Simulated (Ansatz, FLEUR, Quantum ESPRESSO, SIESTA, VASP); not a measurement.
## C: programs and potentials compared

```
C
1.0
     2.52210    0.00000    0.00000
    -1.26105    2.18420    0.00000
     0.00000    0.00000    8.23710
C
8
Direct
  0.66667 0.33333 0.84375
  0.33333 0.66667 0.34375
  0.66667 0.33333 0.65625
  0.33333 0.66667 0.15625
  0.00000 0.00000 0.90625
  0.00000 0.00000 0.40625
  0.00000 0.00000 0.59375
  0.00000 0.00000 0.09375
```

Alike in all runs: task band structure; functional PBE; k mesh 12 × 12 × 4; occupations fermi-dirac, width 0.05 eV; no spin polarisation; no spin-orbit coupling. Pressure is positive in compression and, in plane waves, holds the error of the finite cutoff, which Ansatz's Pulay term estimates and takes out. Gaps are the smaller of the mesh's and the band path's.

| program and potentials | plane-wave cutoff (eV) | notes | band gap (eV) | pressure (GPa) | largest force (eV/Å) |
| --- | --- | --- | --- | --- | --- |
| Ansatz, Ansatz PAW | 420 | Pulay term of +1.04 GPa included | 4.42 | 2.26 | 0.329 |
| Quantum ESPRESSO, SSSP 1.3 efficiency PBE | 748 | - | 4.43 | 2.42 | 0.330 |
| SIESTA, files PseudoDojo sr-pbe-0.4.1-standard, DZP (energy shift 0.003 Ry) | - | atomic basis | 4.56 | 10.80 | 0.331 |
| FLEUR, all-electron, FLAPW | - | - | 4.42 | - | - |
| Ansatz, SPMS NC | 1034 | Pulay term of +0.81 GPa included | 4.47 | 2.75 | 0.329 |
| SIESTA, files PseudoDojo sr-pbe-0.4.1-standard, TZP (energy shift 0.003 Ry) | - | atomic basis | 4.54 | 6.49 | 0.330 |
| VASP, PBE PAW files C, 500 eV | 500 | - | 4.41 | 3.01 | 0.329 |
| Ansatz, SSSP efficiency PAW | 612 | - | ? | ? | ? |
| SIESTA, files PseudoDojo sr-pbe-0.4.1-standard, TZDP (energy shift 0.01 Ry) | - | atomic basis | 4.64 | 11.29 | 0.306 |
| VASP, PBE PAW files C, release 54, 520 eV | 520 | - | 4.41 | 2.93 | 0.329 |
| VASP, PBE PAW files C_s, 400 eV | 400 | - | 4.43 | 3.52 | 0.330 |

Q: Estimate from the other rows what the run with Ansatz, SSSP efficiency PAW gave.

A: Band gap 4.43 eV; pressure 2.74 GPa; largest force 0.329 eV/Å. Its pressure holds a Pulay term of +0.21 GPa. The other rows, which needn't bracket it: band gap 4.41 to 4.64; pressure 2.26 to 11.29; largest force 0.306 to 0.331.
